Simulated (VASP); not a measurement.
A run of VASP 6.6.1:

Contents of INCAR:

```
SYSTEM = CoO
ALGO = Normal
EDIFF = 1E-6
ENCUT = 520
GGA = PE
ISIF = 2
ISMEAR = 0
ISPIN = 2
LASPH = .TRUE.
LCHARG = .TRUE.
LDAU = .TRUE.
LDAUJ = 0 0
LDAUL = 2 -1
LDAUPRINT = 1
LDAUTYPE = 2
LDAUU = 6 0
LELF = .TRUE.
LMAXMIX = 4
LORBIT = 11
LREAL = .FALSE.
LVHAR = .TRUE.
LWAVE = .FALSE.
MAGMOM = 2 0
NELM = 100
NUPDOWN = 0
PREC = Accurate
SIGMA = 0.05
```

KPOINTS

```
k-points
0
G
  7 7 7
  0 0 0
```

The input POSCAR:

```
CoO
1.0
    2.5705263100      0.0000000000      0.0000000000
    0.0000000000      2.5705263100      0.0000000000
    0.0000000000      0.0000000000      2.5705263100
Co O
1 1
Direct
    0.0000000000      0.0000000000      0.0000000000
    0.5000000000      0.5000000000      0.5000000000
```

Potentials or basis: VASP PAW PBE potentials, release 64 (Co, O).

Run with:

```sh
$ cat potpaw_PBE.64/Co/POTCAR potpaw_PBE.64/O/POTCAR > POTCAR
$ mpirun -np 1 vasp_std > vasp.out
```

Hardware: 1 thread of AMD EPYC 7R43 64-Core Processor (Zen 3) (shared host).

Task: How long does it take, and how much memory?

Result: It took 27 s on 1 thread of AMD EPYC 7R43 64-Core Processor (Zen 3), on a shared host, peak memory 0.1 GiB. Counts: scf iterations 18, k points 20.
